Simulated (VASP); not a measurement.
Write an ASE script for VASP 6.6.1 that does the following.

```yaml
Task: single point
Functional: PBE
Potentials_or_basis: VASP PAW PBE potentials, release 64 (Fe)
Cutoff: 520 eV
k_mesh: 13 × 13 × 13
Occupations: gaussian, width 0.1 eV
Spin: collinear spin, ferromagnetic start
Starting_moments: "[3.0] μB"
Further_INCAR_settings: ALGO = Normal; EDIFF = 1.00e-06; NBANDS = 14
```

The structure of Fe lies in Fe.cif:

```cif
data_Fe
_cell_length_a 2.49934932
_cell_length_b 2.49934932
_cell_length_c 2.49934932
_cell_angle_alpha 109.47122063
_cell_angle_beta 109.47122063
_cell_angle_gamma 109.47122063
_space_group_name_H-M_alt 'P1'
_space_group_name_Hall 'P 1'
_space_group_IT_number 1
loop_
_space_group_symop_operation_xyz
'x,y,z'
loop_
_atom_site_label
_atom_site_type_symbol
_atom_site_symmetry_multiplicity
_atom_site_Wyckoff_symbol
_atom_site_fract_x
_atom_site_fract_y
_atom_site_fract_z
_atom_site_occupancy
Fe1 Fe 1 a 0.0000000000 0.0000000000 0.0000000000 1
```

These files were run (other wordings do the same):

run.py

```python
from ase.calculators.vasp import Vasp
from ase.dft.bandgap import bandgap
from ase.io import read

atoms = read('Fe.cif')
atoms.set_initial_magnetic_moments([3.0])
calc = Vasp(
    directory='calc',
    xc='pbe',
    pp='PBE',
    setups='recommended',
    prec='Accurate',
    encut=520,
    ediff=1e-06,
    ismear=0,
    sigma=0.1,
    lreal=False,
    lasph=True,
    nelm=120,
    algo='Normal',
    isif=2,
    lwave=False,
    lcharg=True,
    ispin=2,
    lorbit=11,
    lmaxmix=4,
    lelf=True,
    lvhar=True,
    kpts=[13, 13, 13],
    gamma=True,
    nbands=14,
)
atoms.calc = calc

print('energy (eV):', atoms.get_potential_energy())
print('free energy (eV):', atoms.get_potential_energy(force_consistent=True))
print('forces (eV/A):')
print(atoms.get_forces())
print('stress (eV/A^3, Voigt):', atoms.get_stress())
print('Fermi level (eV):', calc.get_fermi_level())
print('moment (muB):', atoms.get_magnetic_moment())
print('site moments (muB):', atoms.get_magnetic_moments())
gap, top, bottom = bandgap(calc)
print('band gap (eV):', gap, 'from (spin, k, band)', top, 'to', bottom)
```

Potentials or basis: VASP PAW PBE potentials, release 64 (Fe).

The run is started by

```console
$ python run.py
```

It gave:

The pressure is -9.1 GPa, the band gap on the k mesh is none (metal or under the smearing width) and the net moment is 2.29 μB per cell. The site moments are Fe +2.30 μB and the valence electrons inside the program's atomic spheres are Fe 7.16.

Run time: 28 s on 1 thread of Intel(R) Xeon(R) Platinum 8488C (Sapphire Rapids), with other jobs on the host, peak memory 0.14 GiB.
